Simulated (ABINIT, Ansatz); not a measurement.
# BeTe (F-43m): G0W0 with ABINIT, start to end, part 2 of 3

Aim: the G0W0 gap of BeTe (F-43m) on PBE, step by step.

ABINIT 10.8.3; PBE and many-body steps on it, plane waves. Known limits of the many-body steps: not at the basis limit; no spin-orbit coupling.

So far. Step 2 (Ground state): The gap is indirect, with the least direct gap 1.62 eV higher.

## Step 3: Bands along the symmetry lines

Level of this step: DFT, PBE, plane waves, norm-conserving pseudopotentials (ABINIT).

The cheap functional maps the bands first; the places of the edges decide which points the dearer methods must see.

File run.abi:

```
acell 3*1.0 Angstrom
rprim 
  -0.000000000000 2.831458787600 2.831458787600
  2.831458787600 0.000000000000 2.831458787600
  2.831458787600 2.831458787600 0.000000000000
ntypat 2
znucl 4 52
natom 2
typat 1 2
xred 
  0.000000000000 0.000000000000 0.000000000000
  0.750000000000 0.750000000000 0.750000000000
pp_dirpath "pseudos"
pseudos "Be.upf, Te.upf"
ecut 49
iscf -2
irdden 1
kptopt 0
nkpt 50
kpt 
  0.00000000 0.00000000 0.00000000
  -0.06250000 -0.06250000 0.00000000
  -0.12500000 -0.12500000 0.00000000
  -0.18750000 -0.18750000 0.00000000
  -0.25000000 -0.25000000 0.00000000
  -0.31250000 -0.31250000 0.00000000
  -0.37500000 -0.37500000 0.00000000
  -0.43750000 -0.43750000 0.00000000
  -0.50000000 -0.50000000 0.00000000
  -0.48437500 -0.48437500 0.03125000
  -0.46875000 -0.46875000 0.06250000
  -0.45312500 -0.45312500 0.09375000
  -0.43750000 -0.43750000 0.12500000
  -0.42187500 -0.42187500 0.15625000
  -0.40625000 -0.40625000 0.18750000
  -0.39062500 -0.39062500 0.21875000
  -0.37500000 -0.37500000 0.25000000
  -0.37500000 0.00000000 0.37500000
  -0.32812500 0.00000000 0.32812500
  -0.28125000 0.00000000 0.28125000
  -0.23437500 0.00000000 0.23437500
  -0.18750000 0.00000000 0.18750000
  -0.14062500 0.00000000 0.14062500
  -0.09375000 0.00000000 0.09375000
  -0.04687500 0.00000000 0.04687500
  0.00000000 0.00000000 0.00000000
  0.00000000 0.00000000 0.06250000
  0.00000000 0.00000000 0.12500000
  0.00000000 0.00000000 0.18750000
  0.00000000 0.00000000 0.25000000
  0.00000000 0.00000000 0.31250000
  0.00000000 0.00000000 0.37500000
  0.00000000 0.00000000 0.43750000
  -0.00000000 -0.00000000 0.50000000
  -0.06250000 -0.03125000 0.46875000
  -0.12500000 -0.06250000 0.43750000
  -0.18750000 -0.09375000 0.40625000
  -0.25000000 -0.12500000 0.37500000
  -0.31250000 -0.15625000 0.34375000
  -0.37500000 -0.18750000 0.31250000
  -0.43750000 -0.21875000 0.28125000
  -0.50000000 -0.25000000 0.25000000
  -0.50000000 -0.28125000 0.21875000
  -0.50000000 -0.31250000 0.18750000
  -0.50000000 -0.34375000 0.15625000
  -0.50000000 -0.37500000 0.12500000
  -0.50000000 -0.40625000 0.09375000
  -0.50000000 -0.43750000 0.06250000
  -0.50000000 -0.46875000 0.03125000
  -0.50000000 -0.50000000 0.00000000
istwfk *1
nband 21
nbdbuf 2
tolwfr 1e-08
nstep 40
prtwf 0
prtvol 0
indata_prefix "in"
outdata_prefix "out"
tmpdata_prefix "tmp"
```

On the command line:

```bash
OMP_NUM_THREADS=1 mpirun -n 8 abinit run.abi > log
```

Numbers of over 12 decimals in the logs are rounded to 6 here.

The log of the run:

```text
.Version 10.8.3 of ABINIT. v10.8.2 released Aug 2026.

 Symmetries : space group F-4 3 m (#216); Bravais cF (face-center cubic)
[... echo of the input left out ...]
== DATASET  1 ==================================================================
-   mpi_nproc: 8, omp_nthreads: 1 (-1 if OMP is not activated)

--- !DatasetInfo
iteration_state: {dtset: 1, }
dimensions: {natom: 2, nkpt: 50, mband: 21, nsppol: 1, nspinor: 1, nspden: 1, mpw: 5044, }
cutoff_energies: {ecut:  49.0, pawecutdg:  -1.0, }
electrons: {nelect:   2.80000000E+01, charge:   0.00000000E+00, occopt:   1.00000000E+00, tsmear:   1.00000000E-02, }

 Real(R)+Recip(G) space primitive vectors, cartesian coordinates (Bohr,Bohr^-1):
 R(1)=  0.0000000  5.3506816  5.3506816  G(1)= -0.0934460  0.0934460  0.0934460
 R(2)=  5.3506816  0.0000000  5.3506816  G(2)=  0.0934460 -0.0934460  0.0934460
 R(3)=  5.3506816  5.3506816  0.0000000  G(3)=  0.0934460  0.0934460 -0.0934460
 Unit cell volume ucvol=  3.0637783E+02 bohr^3
 Angles (23,13,12)=  6.00000000E+01  6.00000000E+01  6.00000000E+01 degrees

 getcut: wavevector=  0.0000  0.0000  0.0000  ngfft=  48  48  48
         ecut(hartree)=     49.000   => boxcut(ratio)=   2.01305

--- Pseudopotential description ------------------------------------------------
- Be Generated using ONCVPSP code by D. R. Hamann
-  4.00000   4.00000  171031                  znucl, zion, pspdat
12 -101130 1 -1 1358                          pspcod,pspxc,lmax,lloc,mmax
     nproj     2     2     0     0
  pspatm : epsatm=    2.91734590
         --- l  ekb(1:nproj) -->
             0   -8.382943   -2.922558
             1   -3.167566   -0.761548
 pspatm: atomic psp has been read  and splines computed

- Te Generated using ONCVPSP code by D. R. Hamann
- 52.00000  24.00000  220131                  znucl, zion, pspdat
12 -101130 3 -1 1294                          pspcod,pspxc,lmax,lloc,mmax
     nproj     2     2     2     2
  pspatm : epsatm=   28.89495404
         --- l  ekb(1:nproj) -->
             0    9.158100   -0.350391
[...]
pspatm: atomic psp has been read  and splines computed

--------------------------------------------------------------------------------

================================================================================
 prteigrs : about to open file out_EIG
 Non-SCF case, kpt    1 (  0.00000  0.00000  0.00000), residuals and eigenvalues=
  6.63E-09  3.36E-09  4.33E-09  7.36E-09  1.92E-09  1.48E-09  1.60E-09  4.94E-09
  1.03E-09  2.28E-09  5.79E-09  3.31E-09  3.54E-09  9.94E-09  2.29E-09  4.58E-09
  6.72E-09  3.05E-09  1.67E-09  1.06E-07  2.06E-06
 -5.6331E+00 -3.7967E+00 -3.7967E+00 -3.7967E+00 -3.4828E+00 -1.1245E+00
 -1.1245E+00 -1.1245E+00 -1.1241E+00 -1.1241E+00 -2.4206E-01  2.0590E-01
  2.0590E-01  2.0590E-01  3.3981E-01  3.3981E-01  3.3981E-01  3.4220E-01
[...]
Non-SCF case, kpt    3 ( -0.12500 -0.12500  0.00000), residuals and eigenvalues=
[...]
7.02E-09  2.92E-09  2.85E-09  2.83E-09  1.60E-05
[...]
Non-SCF case, kpt   49 ( -0.50000 -0.46875  0.03125), residuals and eigenvalues=
[...]
Non-SCF case, kpt   50 ( -0.50000 -0.50000  0.00000), residuals and eigenvalues=
[...]
-1.1243E+00 -1.1243E+00 -1.1242E+00 -1.1240E+00 -1.7689E-01  2.1555E-02
  1.1117E-01  1.1117E-01  2.8040E-01  3.0548E-01  5.6033E-01  5.6033E-01
[...]
--- !ResultsGS
iteration_state: {dtset: 1, }
comment   : Summary of ground state results
lattice_vectors:
- [ -0.0000000,   5.3506816,   5.3506816, ]
- [  5.3506816,   0.0000000,   5.3506816, ]
- [  5.3506816,   5.3506816,   0.0000000, ]
lattice_lengths: [   7.56701,    7.56701,    7.56701, ]
lattice_angles: [ 60.000,  60.000,  60.000, ] # degrees, (23, 13, 12)
lattice_volume:   3.0637783E+02
convergence: {deltae:  0.000E+00, res2:  0.000E+00, residm:  9.997E-09, diffor:  0.000E+00, }
etotal    :  -2.94661690E+02
entropy   :   0.00000000E+00
fermie    :   2.05900995E-01
cartesian_stress_tensor: null
pressure_GPa: null
xred      :
- [  0.0000E+00,   0.0000E+00,   0.0000E+00, Be]
- [  7.5000E-01,   7.5000E-01,   7.5000E-01, Te]
cartesian_forces: null
force_length_stats: {min: null, max: null, mean: null, }

 Integrated electronic density in atomic spheres:
 ------------------------------------------------
 Atom  Sphere_radius  Integrated_density
[...]
================================================================================

 ----iterations are completed or convergence reached----

 Mean square residual over all n,k,spin=   49.938E-10; max=  99.965E-10
 reduced coordinates (array xred) for    2 atoms
       0.000000000000      0.000000000000      0.000000000000
       0.750000000000      0.750000000000      0.750000000000

 cartesian coordinates (angstrom) at end:
    1      0.000000     0.000000     0.000000
    2      4.247188     4.247188     4.247188
 length scales=  1.889726125908  1.889726125908  1.889726125908 bohr
              =  1.000000000000  1.000000000000  1.000000000000 angstroms
 prteigrs : about to open file out_EIG
 Eigenvalues (hartree) for nkpt=  50  k points:
 kpt#   1, nband= 21, wtk=  1.00000, kpt=  0.0000  0.0000  0.0000 (reduced coord)
[...]
kpt#   2, nband= 21, wtk=  1.00000, kpt= -0.0625 -0.0625  0.0000 (reduced coord)
[...]
kpt#   3, nband= 21, wtk=  1.00000, kpt= -0.1250 -0.1250  0.0000 (reduced coord)
[...]
kpt#  49, nband= 21, wtk=  1.00000, kpt= -0.5000 -0.4687  0.0313 (reduced coord)
[...]
0.55705    0.55735    0.62465    0.66939    0.70004
 kpt#  50, nband= 21, wtk=  1.00000, kpt= -0.5000 -0.5000  0.0000 (reduced coord)
  -5.63307   -3.79667   -3.79667   -3.79667   -3.48279   -1.12456   -1.12429   -1.12429
  -1.12415   -1.12400   -0.17689    0.02155    0.11117    0.11117    0.28040    0.30548
   0.56033    0.56033    0.62708    0.67738    0.70328

== END DATASET(S) ==============================================================
================================================================================

 -outvars: echo values of variables after computation  --------
            nband          21
             nkpt          50
          spgroup         216
 [... the other variables as echoed above ...]

 Calculation completed.
```

The job ended after 20 s (8 MPI ranks of Arm Neoverse N1, shared host; peak memory 0.59 GiB; 2.6 min of CPU time).

This step gave:

* gap: 2.027 eV
* k of the valence top: 0, 0, 0
* k of the conduction bottom: -0.5, -0.5, 0
* least direct gap: 3.644 eV

The gap is 2.027 eV, as in the run before at this level.

The electronic bands at the labelled points (eV, zero at the top of the highest filled band):

```tsv
point	band 11	band 12	band 13	band 14	band 15	band 16	band 17	band 18
Γ	-12.19	0.00	0.00	0.00	3.64	3.64	3.64	3.71
halfway	-11.47	-2.86	-1.63	-1.63	2.65	4.41	6.43	6.43
X	-10.42	-5.02	-2.58	-2.58	2.03	2.71	9.64	9.64
halfway	-10.41	-4.92	-3.06	-2.47	2.35	3.37	9.05	9.11
U	-10.44	-4.67	-3.78	-2.17	2.75	5.28	7.86	8.13
jump to K	-10.44	-4.67	-3.78	-2.17	2.75	5.28	7.86	8.13
halfway	-11.41	-3.47	-2.21	-0.65	4.05	4.68	5.21	6.25
Γ	-12.19	0.00	0.00	0.00	3.64	3.64	3.64	3.71
halfway	-11.65	-3.26	-0.65	-0.65	3.29	4.51	4.51	6.96
L	-10.89	-5.43	-1.10	-1.10	3.05	4.62	4.62	7.84
halfway	-10.66	-5.01	-2.83	-1.85	4.20	4.41	6.65	7.73
W	-10.39	-4.50	-3.60	-3.12	5.30	5.54	5.60	6.15
halfway	-10.40	-4.82	-3.05	-2.87	3.05	3.66	8.22	8.40
X	-10.42	-5.02	-2.58	-2.58	2.03	2.71	9.64	9.64
```

The electronic bands as a text plot (rows in eV, shown from -8.0 to 7.9 only):

```
    7.6 |    +  ++        ++                 +++++    ++
    6.9 |                  +++              +         +++   +
    6.3 |     ++            +++++++        +            ++++
    5.6 |    +            +   ++   ++                +    +
    4.9 |  +++           +      +++      ++  ++++++++  +++ ++
    4.3 | +++ ++                ++++++  +++++     ++++++    +
    3.6 |++     ++     ++   ++++   ++++++++++       ++       +
    2.9 |  +++++  +++++  +++                 +++++++         ++++
    2.3 |       +++++++++                                      ++
    1.6 |
    1.0 |
    0.3 |*                           ***
   -0.4 | ***                   ******  *****
   -1.0 |  ***                **   **    **  ********
   -1.7 |    ***           ***   ****               ***
   -2.4 |       ***********     ***        *         * **      **
   -3.0 |     **      ***     **            *         ** *******
   -3.7 |       **       *****  *                       *****
   -4.4 |         *       ******             **         *****
   -5.0 |          *******                     **   ****     ****
   -5.7 |                                        ***
   -6.3 |
   -7.0 |
   -7.7 |
         Γ           X  U|K            Γ         L        W     X
```

## Step 4: Empty states on the mesh, 6×6×6 mesh, 429 bands

The sums over transitions need many empty states on a uniform mesh; this step solves for them.

File run.abi:

```
acell 3*1.0 Angstrom
rprim 
  -0.000000000000 2.831458787600 2.831458787600
  2.831458787600 0.000000000000 2.831458787600
  2.831458787600 2.831458787600 0.000000000000
ntypat 2
znucl 4 52
natom 2
typat 1 2
xred 
  0.000000000000 0.000000000000 0.000000000000
  0.750000000000 0.750000000000 0.750000000000
pp_dirpath "pseudos"
pseudos "Be.upf, Te.upf"
ecut 49
ngkpt 6 6 6
nshiftk 1
shiftk 0 0 0
kptopt 1
chksymbreak 0
irdden 1
istwfk *1
nband 429
prtvol 0
optdriver 6
gwr_task "HDIAGO"
paral_kgb 0
occopt 1
indata_prefix "in"
outdata_prefix "out"
tmpdata_prefix "tmp"
```

The log of the run:

```text
[banner, memory and clock lines left out]
.Version 10.8.3 of ABINIT. v10.8.2 released Aug 2026.

 Symmetries : space group F-4 3 m (#216); Bravais cF (face-center cubic)
[... echo of the input left out ...]
== DATASET  1 ==================================================================
-   mpi_nproc: 8, omp_nthreads: 1 (-1 if OMP is not activated)

--- !DatasetInfo
iteration_state: {dtset: 1, }
dimensions: {natom: 2, nkpt: 16, mband: 429, nsppol: 1, nspinor: 1, nspden: 1, mpw: 5040, }
cutoff_energies: {ecut:  49.0, pawecutdg:  -1.0, }
electrons: {nelect:   2.80000000E+01, charge:   0.00000000E+00, occopt:   1.00000000E+00, tsmear:   1.00000000E-02, }

.Using double precision arithmetic; gwpc =  8

- Reading GS density from: in_DEN

--- Pseudopotential description ------------------------------------------------
- Be Generated using ONCVPSP code by D. R. Hamann
-  4.00000   4.00000  171031                  znucl, zion, pspdat
12 -101130 1 -1 1358                          pspcod,pspxc,lmax,lloc,mmax
     nproj     2     2     0     0
  pspatm : epsatm=    2.91734590
         --- l  ekb(1:nproj) -->
             0   -8.382943   -2.922558
             1   -3.167566   -0.761548
 pspatm: atomic psp has been read  and splines computed

- Te Generated using ONCVPSP code by D. R. Hamann
- 52.00000  24.00000  220131                  znucl, zion, pspdat
12 -101130 3 -1 1294                          pspcod,pspxc,lmax,lloc,mmax
     nproj     2     2     2     2
  pspatm : epsatm=   28.89495404
         --- l  ekb(1:nproj) -->
             0    9.158100   -0.350391
             1    3.254928   -0.666646
             2   -3.247931   -0.911641
             3  -10.500497   -3.450012
 pspatm: atomic psp has been read  and splines computed

   8.90744399E+02                                ecore*ucvol(ha*bohr**3)

 Total charge density [el/Bohr^3]
)     Maximum=    5.7698E+00  at reduced coord.    0.0000    0.0000    0.0000
)     Minimum=    2.0220E-03  at reduced coord.    0.2500    0.2500    0.2500
   Integrated=    2.8000E+01

 === KS gaps after direct diagonalization ===
 Indirect band gap semiconductor
 Fundamental gap:     2.027 (eV)
   VBM:     5.603 (eV) at k: [ 0.0000E+00,  0.0000E+00,  0.0000E+00]
   CBM:     7.630 (eV) at k: [ 5.0000E-01,  5.0000E-01,  0.0000E+00]
 Direct gap:         3.644 (eV) at k: [ 0.0000E+00,  0.0000E+00,  0.0000E+00]

== END DATASET(S) ==============================================================

 -outvars: echo values of variables after computation  --------
           etotal      0.0000000000E+00
            nband         429
             nkpt          16
          spgroup         216
 [... the other variables as echoed above ...]

 Calculation completed.
```

Wall time 4.9 min (8 MPI ranks); peak memory 11 GiB.

This step gave:

```
gap                                                           : 2.027 eV
k of the valence top                                          : 0, 0, 0
k of the conduction bottom                                    : 0.5, 0.5, 0
least direct gap                                              : 3.644 eV
k points computed                                             : 16
lowest point of the top converged band, above the valence top : 236.4111 eV
```

On this mesh the gap is 2.027 eV.

## Step 5: Screening, 6×6×6 mesh, 180 bands, screening to 212.2 eV

The RPA dielectric matrix is built and inverted for each q.

This step: RPA screening on PBE, plane waves, norm-conserving pseudopotentials.

run.abi: that of step 4 with these lines changed.

```diff
@@ -20,10 +20,11 @@
 chksymbreak 0
-irdden 1
 istwfk *1
-nband 429
-prtvol 0
-optdriver 6
-gwr_task "HDIAGO"
-paral_kgb 0
 occopt 1
+irdwfk 1
+optdriver 3
+nband 180
+ecuteps 7.8
+inclvkb 2
+awtr 1
+symchi 1
 indata_prefix "in"
```

The log of the run:

```text
.Version 10.8.3 of ABINIT. v10.8.2 released Aug 2026.

 Symmetries : space group F-4 3 m (#216); Bravais cF (face-center cubic)
[... echo of the input left out ...]
== DATASET  1 ==================================================================
-   mpi_nproc: 8, omp_nthreads: 1 (-1 if OMP is not activated)

--- !DatasetInfo
iteration_state: {dtset: 1, }
dimensions: {natom: 2, nkpt: 16, mband: 180, nsppol: 1, nspinor: 1, nspden: 1, mpw: 5040, }
cutoff_energies: {ecut:  49.0, pawecutdg:  -1.0, }
electrons: {nelect:   2.80000000E+01, charge:   0.00000000E+00, occopt:   1.00000000E+00, tsmear:   1.00000000E-02, }

 SCREENING: Calculation of the susceptibility and dielectric matrices

 Based on a program developped by R.W. Godby, V. Olevano, G. Onida, and L. Reining.
 Incorporated in ABINIT by V. Olevano, G.-M. Rignanese, and M. Torrent.
.Using double precision arithmetic ; gwpc =  8

[... cell and pseudopotentials left out ...]
--------------------------------------------------------------------------------

 ==== K-mesh for the wavefunctions ====
 Number of points in the irreducible wedge :    16
[... list of points left out ...]
 Together with 24 symmetry operations and time-reversal symmetry
 yields   216 points in the full Brillouin Zone.

 ==== Q-mesh for the screening function ====
 Number of points in the irreducible wedge :    16
[... list of points left out ...]
 Together with 24 symmetry operations and time-reversal symmetry
 yields   216 points in the full Brillouin Zone.

 setmesh: FFT mesh size selected  =    36x   36x   36
          total number of points  =        46656

 vcoul_init : cutoff-mode = AUXILIARY_FUNCTION
 q-points for optical limit:   1
     1)      0.000010    0.000020    0.000030

- screening: taking advantage of time-reversal symmetry
- Maximum band index for partially occupied states nbvw = 14
- Remaining bands to be divided among processors   nbcw = 166
- Number of bands treated by each node ~20

 Number of electrons calculated from density =   28.0000; Expected =   28.0000
 average of density, n =  0.091390
 r_s =    1.3772
 omega_plasma =   29.1612 [eV]

 calculating chi0 at frequencies [eV] :
  1    0.000000E+00    0.000000E+00
  2    0.000000E+00    2.916124E+01

--------------------------------------------------------------------------------
  q-point number  1        q = ( 0.000000, 0.000000, 0.000000) [r.l.u.]
--------------------------------------------------------------------------------
[... chi0 elements left out ...]
 For q-point:  0.000010 0.000020 0.000030
  dielectric constant =   7.3312
  dielectric constant without local fields =   8.4843

  Average fulfillment of the sum rule on Im[epsilon] for q-point    1 :     73.99  [%]
[... wings left out ...]
  q-point number  2        q = ( 0.166667, 0.000000, 0.000000) [r.l.u.]
--------------------------------------------------------------------------------
[... chi0 elements left out ...]
  Average fulfillment of the sum rule on Im[epsilon] for q-point    2 :     82.50  [%]

 [... 14 further q-points ...]
```

Elapsed: 17 min, on 8 MPI ranks; peak memory 4.6 GiB.

This step gave:

```yaml
eps_infinity_with_local_fields_on_this_mesh_along_the_program_s_q_direction: 7.331
the_same_without_local_fields: 8.484
plasma_frequency: 29.16 eV
plane_waves_in_the_screening_matrix: 331
```

Local fields lower ε∞ by 14 %.

[end of part 2 of 3]

[Paths, hosts, dates, memory and timing lines, banners, echoed tables and standing remarks are left out of the program output.]

[Logs are printed without paths, hosts, clocks, repeated set-up lines and the standing remarks that a program may print on its own settings, such as how far it seeks lower states.]

[Runs of the session that timed out or met a known fault of the program may be left out.]

[Hosts, paths, dates, database ids (printed as entryN), source tags and the programs' standing remarks are cut or masked in the printed files.]

[G0W0 gaps are taken among the corrected bands and points alone; a level outside them can change the order at an edge.]

[Where Ansatz stands beside ABINIT at settings called matched, ABINIT's density can come from a denser mesh and the files from another edition; pairs whose starting gaps differed by over 0.03 eV were left out, so agreement reads better than it is.]
